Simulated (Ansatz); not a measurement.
## How Pt stores the work of compression

The calculation used Ansatz, DFT PBE, scalar-relativistic, plane waves, PAW. (420 eV cutoff, 18×18×18 k-mesh, Gaussian smearing of 0.10 eV, no spin polarisation)

Starting point, cell and atoms relaxed:

```
CELL_PARAMETERS angstrom
0.00000 1.98506 1.98506
1.98506 0.00000 1.98506
1.98506 1.98506 0.00000
ATOMIC_POSITIONS crystal
Pt 0.00000 0.00000 0.00000
```

Cell and atoms were relaxed at each target pressure within the start's symmetry (Fm-3m), at zero temperature; other phases can be more stable under pressure. H = E + PV with P the target; E is the free energy at the smearing used, whose derivative the pressure is, per atom and counted from zero pressure.

Spin–orbit coupling is left out, which can shift energies with elements as heavy as these.

```
P (GPa) V (Å³/atom) E − E0 (meV) H − H0 (meV)
      0       15.644           0.0           0.0
      2       15.521           0.8         194.5
      5       15.347           4.5         483.5
     10       15.083          16.8         958.2
     20       14.627          59.0        1885.0
     40       13.912         190.8        3664.0
```

Problem. Thermodynamics gives dH/dP = V along a relaxed path. Integrate V over P by the trapezoid rule and compare with the computed enthalpies.

Solution. With 1 eV/Å³ = 160.22 GPa, each step adds the mean volume times ΔP / 160.22:
| P (GPa) | ∫V dP (meV) | H − H0 (meV) | difference (meV) |
| --- | --- | --- | --- |
| 2 | 194.5 | 194.5 | 0.0 |
| 5 | 483.5 | 483.5 | 0.0 |
| 10 | 958.3 | 958.2 | 0.1 |
| 20 | 1885.5 | 1885.0 | 0.6 |
| 40 | 3666.8 | 3664.0 | 2.8 |

V(P) curves upward, so the trapezoid rule runs high; integrating a smooth curve through the same points (P as a polynomial of degree 4 in ln V) puts that excess at about 2.7 meV at 40 GPa, against the 2.8 meV found.

Problem. At 40 GPa, how much of the enthalpy change is stored energy and how much is the PV term?

Solution. E rises by 191 meV/atom and PV is 40 × 13.912 / 160.22 = 3473 meV/atom, so PV makes 95 % of ΔH. So between rival structures at high pressure a small difference in volume can outweigh the difference in energy: 1 % of this volume is worth 34.7 meV/atom at this pressure.

Problem. What bulk modulus do the lowest pressures give?

Solution. From the pressures that the runs reached, -1.99 GPa (15.773 Å³) and 1.99 GPa (15.521 Å³), B = −ΔP/Δln V = 3.98 / 0.0161 = 248 GPa, a mean over that range.